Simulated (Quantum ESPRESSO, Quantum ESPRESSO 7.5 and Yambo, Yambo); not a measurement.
# BAs (F-43m): G0W0 with Yambo, start to end

Wanted: ground state, empty states, screening and self-energy for BAs (F-43m).

Program: Quantum ESPRESSO 7.5 and Yambo 5.3.0. Level of theory: PBE and many-body steps on it, plane waves. Results are calculated unless marked as measured.

**What was measured.**

- Gap 1.82 eV: indirect optical gap from absorption edge; UV-visible absorption; 300 K; bulk crystal (single crystal grown by chemical vapor transport) (“Basic Physical Properties of Cubic Boron Arsenide”, 2019, arxiv:1911.11281).

- Gap 4.12 eV: direct gap from square of absorption coefficient, average of two samples; spectroscopic ellipsometry; 300 K; bulk crystal (CVT-grown opaque bulk crystals) (“Optical properties of cubic boron arsenide”, 2019, arxiv:1911.04914).

- Gap 2.02 eV: indirect gap from square root of absorption coefficient, average of three samples; transmission and reflection spectroscopy; 300 K; bulk crystal (CVT-grown platelets about 10 um thick) (“Optical properties of cubic boron arsenide”, 2019, arxiv:1911.04914).

### Step 1. Set-up

The structure is cubic, space group F-43m (No. 216). The conventional cell has a = 4.777 Å, b = 4.777 Å, c = 4.777 Å, α = 90.00°, β = 90.00°, γ = 90.00°. Nearest to B lie 4 As at 2.07 Å. Nearest to As lie 4 B at 2.07 Å. Farther neighbours are not listed.

The cell and positions come from the Crystallography Open Database and are kept as given unless a step says otherwise.

### Step 2. Ground state

This step: Quantum ESPRESSO 7.5; DFT, PBE with spin-orbit coupling, plane waves, norm-conserving pseudopotentials.

The ground-state density comes first.

pw.in reads:

```
&control
  calculation = 'scf'
  prefix = 'x'
  outdir = 'o'
  pseudo_dir = 'pseudo'
/
&system
  ibrav = 0
  nat = 2
  ntyp = 2
  ecutwfc = 100.0
  nbnd = 36
  force_symmorphic = .true.
  noncolin = .true.
  lspinorb = .true.
/
&electrons
  conv_thr = 1e-10
  electron_maxstep = 80
  mixing_beta = 0.5
/
ATOMIC_SPECIES
  B 10.81 B.upf
  As 74.922 As.upf
CELL_PARAMETERS angstrom
  -0.0000000000 2.3885000000 2.3885000000
  2.3885000000 -0.0000000000 2.3885000000
  2.3885000000 2.3885000000 -0.0000000000
ATOMIC_POSITIONS crystal
  B 0.0000000000 0.0000000000 0.0000000000
  As 0.2500000000 0.2500000000 0.2500000000
K_POINTS automatic
  8 8 8 0 0 0
```

The run is started by

```sh
OMP_NUM_THREADS=1 mpirun -n 4 pw.x -nk 4 -in pw.in > pw.out
```

What it wrote:

```text
Program PWSCF v.7.5 starts

     This program is part of the open-source Quantum ESPRESSO suite
     for quantum simulation of materials; please cite
         "P. Giannozzi et al., J. Phys.:Condens. Matter 21 395502 (2009);
         "P. Giannozzi et al., J. Phys.:Condens. Matter 29 465901 (2017);
         "P. Giannozzi et al., J. Chem. Phys. 152 154105 (2020);
     in publications or presentations arising from this work. More details at
     Message from routine setup:
     using ibrav=0 with symmetry is DISCOURAGED, use correct ibrav instead

     G-vector sticks info

     bravais-lattice index     =            0
     lattice parameter (alat)  =       6.3832  a.u.
     unit-cell volume          =     183.9087 (a.u.)^3
     number of atoms/cell      =            2
     number of atomic types    =            2
     number of electrons       =        26.00
     number of Kohn-Sham states=           36
     kinetic-energy cutoff     =     100.0000  Ry
     charge density cutoff     =     400.0000  Ry
     scf convergence threshold =      1.0E-10
     mixing beta               =       0.5000
     number of iterations used =            8  plain     mixing
     Exchange-correlation= PBE
                           (   1   4   3   4   0   0   0)
     Non magnetic calculation with spin-orbit

     celldm(1)=   6.383210  celldm(2)=   0.000000  celldm(3)=   0.000000
     celldm(4)=   0.000000  celldm(5)=   0.000000  celldm(6)=   0.000000

     crystal axes: (cart. coord. in units of alat)
               a(1) = (  -0.000000   0.707107   0.707107 )
               a(2) = (   0.707107  -0.000000   0.707107 )
               a(3) = (   0.707107   0.707107  -0.000000 )

     reciprocal axes: (cart. coord. in units 2 pi/alat)
               b(1) = ( -0.707107  0.707107  0.707107 )
               b(2) = (  0.707107 -0.707107  0.707107 )
               b(3) = (  0.707107  0.707107 -0.707107 )
     Pseudo is Norm-conserving + core correction, Zval =  3.0
     Generated using ONCVPSP code by D. R. Hamann
     Using radial grid of 1534 points,  6 beta functions with:
     Pseudo is Norm-conserving + core correction, Zval = 23.0
     Generated using ONCVPSP code by D. R. Hamann
     Using radial grid of 1358 points, 10 beta functions with:
     B                 3.00    10.81000     B ( 1.00)
     As               23.00    74.92200     As( 1.00)

     24 Sym. Ops. (no inversion) found

   Cartesian axes

     site n.     atom                  positions (alat units)
         1        B      tau(   1) = (   0.0000000   0.0000000   0.0000000  )
         2        As     tau(   2) = (   0.3535534   0.3535534   0.3535534  )

     number of k points=    29
                       cart. coord. in units 2pi/alat
        k(    1) = (   0.0000000   0.0000000   0.0000000), wk =   0.0019531
        k(    2) = (   0.0883883   0.0883883  -0.0883883), wk =   0.0156250
        k(    3) = (   0.1767767   0.1767767  -0.1767767), wk =   0.0156250
        k(    4) = (   0.2651650   0.2651650  -0.2651650), wk =   0.0156250
        k(    5) = (  -0.3535534  -0.3535534   0.3535534), wk =   0.0078125
        k(    6) = (   0.1767767   0.0000000   0.0000000), wk =   0.0117188
        k(    7) = (   0.2651650   0.0883883  -0.0883883), wk =   0.0468750
        k(    8) = (   0.3535534   0.1767767  -0.1767767), wk =   0.0468750
        k(    9) = (  -0.2651650  -0.4419417   0.4419417), wk =   0.0468750
        k(   10) = (  -0.1767767  -0.3535534   0.3535534), wk =   0.0468750
     [... 17 further rows ...]
        k(   28) = (  -0.7071068   0.1767767  -0.0000000), wk =   0.0234375
        k(   29) = (  -0.7071068   0.3535534   0.0000000), wk =   0.0117188

     Dense  grid:    24933 G-vectors     FFT dimensions: (  45,  45,  45)

     Initial potential from superposition of free atoms

     starting charge      25.9995, renormalised to      26.0000
     Starting wfcs are   34 randomized atomic wfcs +    2 random wfcs

     per-process dynamical memory:    66.5 Mb

     Self-consistent Calculation

     iteration #  1     ecut=   100.00 Ry     beta= 0.50

     Threshold (ethr) on eigenvalues was too large:
     Diagonalizing with lowered threshold

     total energy              =    -616.28356983 Ry
     estimated scf accuracy    <       0.15477251 Ry

     iteration #  2     ecut=   100.00 Ry     beta= 0.50

     total energy              =    -616.31155855 Ry
     estimated scf accuracy    <       0.01137597 Ry

     iteration #  3     ecut=   100.00 Ry     beta= 0.50

     total energy              =    -616.31245799 Ry
     estimated scf accuracy    <       0.00166363 Ry

     iteration #  4     ecut=   100.00 Ry     beta= 0.50

     total energy              =    -616.31252883 Ry
     estimated scf accuracy    <       0.00003906 Ry

     iteration #  5     ecut=   100.00 Ry     beta= 0.50

     total energy              =    -616.31253539 Ry
     estimated scf accuracy    <       0.00000278 Ry

     iteration #  6     ecut=   100.00 Ry     beta= 0.50

     total energy              =    -616.31253589 Ry
     estimated scf accuracy    <       0.00000018 Ry

     iteration #  7     ecut=   100.00 Ry     beta= 0.50

     total energy              =    -616.31253593 Ry
     estimated scf accuracy    <       0.00000002 Ry

     iteration #  8     ecut=   100.00 Ry     beta= 0.50

     total energy              =    -616.31253593 Ry
     estimated scf accuracy    <          3.5E-09 Ry

     iteration #  9     ecut=   100.00 Ry     beta= 0.50

     total energy              =    -616.31253593 Ry
     estimated scf accuracy    <          4.8E-10 Ry

     iteration # 10     ecut=   100.00 Ry     beta= 0.50

     total energy              =    -616.31253593 Ry
     estimated scf accuracy    <          1.1E-10 Ry

     iteration # 11     ecut=   100.00 Ry     beta= 0.50

     End of self-consistent calculation

          k = 0.0000 0.0000 0.0000 (  3119 PWs)   bands (ev):

  -173.2035-173.2035-119.9987-119.9987-114.9775-114.9775-114.9775-114.9775
   -24.1005 -24.1005 -24.1005 -24.1005 -23.3822 -23.3822 -23.3699 -23.3699
   -23.3699 -23.3699  -3.2281  -3.2281  12.0265  12.0265  12.2337  12.2337
    12.2337  12.2337  15.3167  15.3167  15.5312  15.5312  15.5312  15.5312
    16.8573  16.8573  21.7693  21.7693

          k = 0.0884 0.0884-0.0884 (  3092 PWs)   bands (ev):

  -173.2035-173.2035-119.9987-119.9987-114.9775-114.9775-114.9775-114.9775
   -24.1005 -24.0999 -24.0995 -24.0995 -23.3812 -23.3812 -23.3701 -23.3701
   -23.3691 -23.3685  -2.9721  -2.9721  10.1996  10.1996  11.6645  11.6645
    11.7970  11.7988  15.5627  15.5627  15.9735  15.9735  16.1051  16.1076
    18.1368  18.1368  22.7152  22.7152

          k = 0.1768 0.1768-0.1768 (  3104 PWs)   bands (ev):

  -173.2035-173.2035-119.9987-119.9987-114.9775-114.9775-114.9775-114.9775
   -24.1001 -24.0993 -24.0973 -24.0973 -23.3790 -23.3790 -23.3704 -23.3704
   -23.3667 -23.3658  -2.2270  -2.2270   7.2347   7.2347  10.9499  10.9499
    11.0890  11.0911  15.2443  15.2443  16.7733  16.7733  16.8971  16.9015
    20.0812  20.0812  23.4903  23.4907

          k = 0.2652 0.2652-0.2652 (  3097 PWs)   bands (ev):

     [... further k-points ...]

     highest occupied, lowest unoccupied level (ev):    12.2337   13.3756

!    total energy              =    -616.31253593 Ry
     estimated scf accuracy    <          1.3E-12 Ry

     The total energy is the sum of the following terms:
     one-electron contribution =    -522.03896542 Ry
     hartree contribution      =     249.03278483 Ry
     xc contribution           =     -57.80068747 Ry
     ewald contribution        =    -285.50566787 Ry

     convergence has been achieved in  11 iterations

     XML data file, charge density, pseudopotentials, collected wavefunctions

=------------------------------------------------------------------------------=
   JOB DONE.
=------------------------------------------------------------------------------=
```

It took 45 s on 4 MPI ranks of Arm Neoverse V1, shared host; peak memory 0.48 GiB; 3 min of CPU time.

This step gave:

| Property | Result |
| --- | --- |
| total energy | -8385.3592 eV |
| gap | 1.142 eV |
| k of the valence top | 0, 0, 0 |
| k of the conduction bottom | 0, 0.375, 0.375 |
| least direct gap | 3.083 eV |

The gap is indirect, with the least direct gap 1.94 eV higher.

### Step 3. Bands along the symmetry lines

The cheap functional maps the bands first; the places of the edges decide which points the dearer methods must see.

pw.in reads:

```
&control
  calculation = 'bands'
  prefix = 'x'
  outdir = 'o'
  pseudo_dir = 'pseudo'
/
&system
  ibrav = 0
  nat = 2
  ntyp = 2
  ecutwfc = 100.0
  nbnd = 38
  force_symmorphic = .true.
  noncolin = .true.
  lspinorb = .true.
/
&electrons
  conv_thr = 1e-9
  electron_maxstep = 80
  diago_full_acc = .true.
  diago_thr_init = 5e-6
/
ATOMIC_SPECIES
  B 10.81 B.upf
  As 74.922 As.upf
CELL_PARAMETERS angstrom
  -0.0000000000 2.3885000000 2.3885000000
  2.3885000000 -0.0000000000 2.3885000000
  2.3885000000 2.3885000000 -0.0000000000
ATOMIC_POSITIONS crystal
  B 0.0000000000 0.0000000000 0.0000000000
  As 0.2500000000 0.2500000000 0.2500000000
K_POINTS crystal
  50
  0.00000000 0.00000000 0.00000000 1
  -0.06250000 -0.06250000 0.00000000 1
  -0.12500000 -0.12500000 0.00000000 1
  -0.18750000 -0.18750000 0.00000000 1
  -0.25000000 -0.25000000 0.00000000 1
  -0.31250000 -0.31250000 0.00000000 1
  -0.37500000 -0.37500000 0.00000000 1
  -0.43750000 -0.43750000 0.00000000 1
  -0.50000000 -0.50000000 0.00000000 1
  -0.48437500 -0.48437500 0.03125000 1
  -0.46875000 -0.46875000 0.06250000 1
  -0.45312500 -0.45312500 0.09375000 1
  -0.43750000 -0.43750000 0.12500000 1
  -0.42187500 -0.42187500 0.15625000 1
  -0.40625000 -0.40625000 0.18750000 1
  -0.39062500 -0.39062500 0.21875000 1
  -0.37500000 -0.37500000 0.25000000 1
  -0.37500000 0.00000000 0.37500000 1
  -0.32812500 0.00000000 0.32812500 1
  -0.28125000 0.00000000 0.28125000 1
  -0.23437500 0.00000000 0.23437500 1
  -0.18750000 0.00000000 0.18750000 1
  -0.14062500 0.00000000 0.14062500 1
  -0.09375000 0.00000000 0.09375000 1
  -0.04687500 0.00000000 0.04687500 1
  0.00000000 0.00000000 0.00000000 1
  0.00000000 0.00000000 0.06250000 1
  0.00000000 0.00000000 0.12500000 1
  0.00000000 0.00000000 0.18750000 1
  0.00000000 0.00000000 0.25000000 1
  0.00000000 0.00000000 0.31250000 1
  0.00000000 0.00000000 0.37500000 1
  0.00000000 0.00000000 0.43750000 1
  -0.00000000 -0.00000000 0.50000000 1
  -0.06250000 -0.03125000 0.46875000 1
  -0.12500000 -0.06250000 0.43750000 1
  -0.18750000 -0.09375000 0.40625000 1
  -0.25000000 -0.12500000 0.37500000 1
  -0.31250000 -0.15625000 0.34375000 1
  -0.37500000 -0.18750000 0.31250000 1
  -0.43750000 -0.21875000 0.28125000 1
  -0.50000000 -0.25000000 0.25000000 1
  -0.50000000 -0.28125000 0.21875000 1
  -0.50000000 -0.31250000 0.18750000 1
  -0.50000000 -0.34375000 0.15625000 1
  -0.50000000 -0.37500000 0.12500000 1
  -0.50000000 -0.40625000 0.09375000 1
  -0.50000000 -0.43750000 0.06250000 1
  -0.50000000 -0.46875000 0.03125000 1
  -0.50000000 -0.50000000 0.00000000 1
```

What it wrote:

```text
[banner, memory and clock lines left out]
Program PWSCF v.7.5 starts

     Atomic positions and unit cell read from directory:
     o/x.save/

     Message from routine setup:
     using ibrav=0 with symmetry is DISCOURAGED, use correct ibrav instead

     G-vector sticks info

     bravais-lattice index     =            0
     lattice parameter (alat)  =       6.3832  a.u.
     unit-cell volume          =     183.9087 (a.u.)^3
     number of atoms/cell      =            2
     number of atomic types    =            2
     number of electrons       =        26.00
     number of Kohn-Sham states=           38
     kinetic-energy cutoff     =     100.0000  Ry
     charge density cutoff     =     400.0000  Ry
     Exchange-correlation= PBE
                           (   1   4   3   4   0   0   0)
     Non magnetic calculation with spin-orbit

     celldm(1)=   6.383210  celldm(2)=   0.000000  celldm(3)=   0.000000
     celldm(4)=   0.000000  celldm(5)=   0.000000  celldm(6)=   0.000000

     crystal axes: (cart. coord. in units of alat)
               a(1) = (  -0.000000   0.707107   0.707107 )
               a(2) = (   0.707107  -0.000000   0.707107 )
               a(3) = (   0.707107   0.707107  -0.000000 )

     reciprocal axes: (cart. coord. in units 2 pi/alat)
               b(1) = ( -0.707107  0.707107  0.707107 )
               b(2) = (  0.707107 -0.707107  0.707107 )
               b(3) = (  0.707107  0.707107 -0.707107 )
     Pseudo is Norm-conserving + core correction, Zval =  3.0
     Generated using ONCVPSP code by D. R. Hamann
     Using radial grid of 1534 points,  6 beta functions with:
     Pseudo is Norm-conserving + core correction, Zval = 23.0
     Generated using ONCVPSP code by D. R. Hamann
     Using radial grid of 1358 points, 10 beta functions with:
     B                 3.00    10.81000     B ( 1.00)
     As               23.00    74.92200     As( 1.00)

     24 Sym. Ops. (no inversion) found

   Cartesian axes

     site n.     atom                  positions (alat units)
         1        B      tau(   1) = (   0.0000000   0.0000000   0.0000000  )
         2        As     tau(   2) = (   0.3535534   0.3535534   0.3535534  )

     number of k points=    50
                       cart. coord. in units 2pi/alat
        k(    1) = (   0.0000000   0.0000000   0.0000000), wk =   0.0200000
        k(    2) = (   0.0000000   0.0000000  -0.0883883), wk =   0.0200000
        k(    3) = (   0.0000000   0.0000000  -0.1767767), wk =   0.0200000
[...]
[... 38 further rows ...]
        k(   49) = (   0.0441942  -0.0000000  -0.7071068), wk =   0.0200000
        k(   50) = (   0.0000000   0.0000000  -0.7071068), wk =   0.0200000

     Dense  grid:    24933 G-vectors     FFT dimensions: (  45,  45,  45)

     The potential is recalculated from file :
     o/x.save/charge-density

     Starting wfcs are   34 randomized atomic wfcs +    4 random wfcs

     Band Structure Calculation

     End of band structure calculation

          k = 0.0000 0.0000 0.0000 (  3119 PWs)   bands (ev):

  -173.2035-173.2035-119.9988-119.9988-114.9776-114.9776-114.9776-114.9776
   -24.1005 -24.1005 -24.1005 -24.1005 -23.3822 -23.3822 -23.3699 -23.3699
   -23.3699 -23.3699  -3.2281  -3.2281  12.0265  12.0265  12.2337  12.2337
    12.2337  12.2337  15.3167  15.3167  15.5312  15.5312  15.5312  15.5312
    16.8573  16.8573  21.7693  21.7693  25.3353  25.3353

          k = 0.0000 0.0000-0.0884 (  3115 PWs)   bands (ev):

  -173.2035-173.2035-119.9988-119.9988-114.9776-114.9776-114.9776-114.9776
[...]
17.2425  17.2425  22.1234  22.1234  23.9113  23.9113

          k = 0.0000 0.0000-0.1768 (  3107 PWs)   bands (ev):

  -173.2035-173.2035-119.9987-119.9987-114.9776-114.9776-114.9775-114.9775
[...]
17.8111  17.8111  22.3874  22.3874  23.0841  23.0841

          k =-0.0000 0.0000-0.2652 (  3122 PWs)   bands (ev):

[...]
k = 0.0000 0.0000-0.3536 (  3122 PWs)   bands (ev):

[...]
k = 0.0000-0.0000-0.4419 (  3090 PWs)   bands (ev):

[...]
k =-0.0000 0.0000-0.5303 (  3090 PWs)   bands (ev):

[...]
k = 0.0000-0.0000-0.6187 (  3102 PWs)   bands (ev):

[...]
k = 0.5303-0.0000-0.5303 (  3108 PWs)   bands (ev):

[...]
k = 0.0000 0.0000 0.0000 (  3119 PWs)   bands (ev):

[...]
k = 0.1326 0.0000-0.7071 (  3126 PWs)   bands (ev):

[...]
k = 0.0884-0.0000-0.7071 (  3106 PWs)   bands (ev):

[...]
k = 0.0442-0.0000-0.7071 (  3104 PWs)   bands (ev):

  -173.2035-173.2035-119.9988-119.9988-114.9776-114.9776-114.9775-114.9775
[...]
23.5470  23.5489  24.9856  24.9898  29.0688  29.2415

          k = 0.0000 0.0000-0.7071 (  3138 PWs)   bands (ev):

  -173.2035-173.2035-119.9988-119.9988-114.9776-114.9776-114.9776-114.9776
[...]
-23.3617 -23.3617   0.9530   0.9530   3.6523   3.6523   8.0276   8.0276
     8.1591   8.1591  13.6186  13.6186  13.6279  13.6279  23.4810  23.4810
    23.6358  23.6358  25.0475  25.0475  29.4389  29.4389

     XML data file, pseudopotentials, collected wavefunctions
```

Wall time 16 s (4 MPI ranks); peak memory 0.31 GiB; 65 s of CPU time.

Numbers from this step:

* gap: 1.142 eV
* k of the valence top: 0, 0, 0
* k of the conduction bottom: -0.375, -0.375, 0
* least direct gap: 3.083 eV

The gap is 1.142 eV, as in the run before at this level.

Electronic bands along the path, in eV, zero at the top of the highest filled band:

```tsv
point	band 23	band 24	band 25	band 26	band 27	band 28	band 29	band 30
Γ	0.00	0.00	0.00	0.00	3.08	3.08	3.30	3.30
halfway	-2.83	-2.83	-2.70	-2.70	1.61	1.61	4.48	4.48
X	-4.21	-4.21	-4.07	-4.07	1.38	1.38	1.39	1.39
halfway	-5.00	-4.94	-3.99	-3.98	1.54	1.55	2.73	2.76
U	-6.06	-5.96	-3.55	-3.54	1.99	2.00	5.48	5.51
jump to K	-6.06	-5.96	-3.55	-3.54	1.99	2.00	5.48	5.51
halfway	-3.89	-3.80	-1.20	-1.20	3.91	3.93	4.84	4.85
Γ	0.00	0.00	0.00	0.00	3.08	3.08	3.30	3.30
halfway	-1.28	-1.28	-1.14	-1.14	3.01	3.01	4.54	4.54
L	-1.96	-1.96	-1.81	-1.81	2.64	2.64	4.70	4.70
halfway	-4.66	-4.58	-3.17	-3.10	3.91	3.92	4.67	4.77
W	-5.62	-5.48	-5.25	-5.23	5.20	5.21	5.88	5.88
halfway	-4.94	-4.85	-4.74	-4.73	2.81	2.85	2.95	2.96
X	-4.21	-4.21	-4.07	-4.07	1.38	1.38	1.39	1.39
```

(Continued in part 2 of 3.)

[Paths, hosts, dates, memory and timing lines, banners, echoed tables and standing remarks are left out of the program output.]

[Logs are printed without paths, hosts, clocks, repeated set-up lines and the standing remarks that a program may print on its own settings, such as how far it seeks lower states.]

[Runs of the session that timed out or met a known fault of the program may be left out.]

[Hosts, paths, dates, database ids (printed as entryN), source tags and the programs' standing remarks are cut or masked in the printed files.]
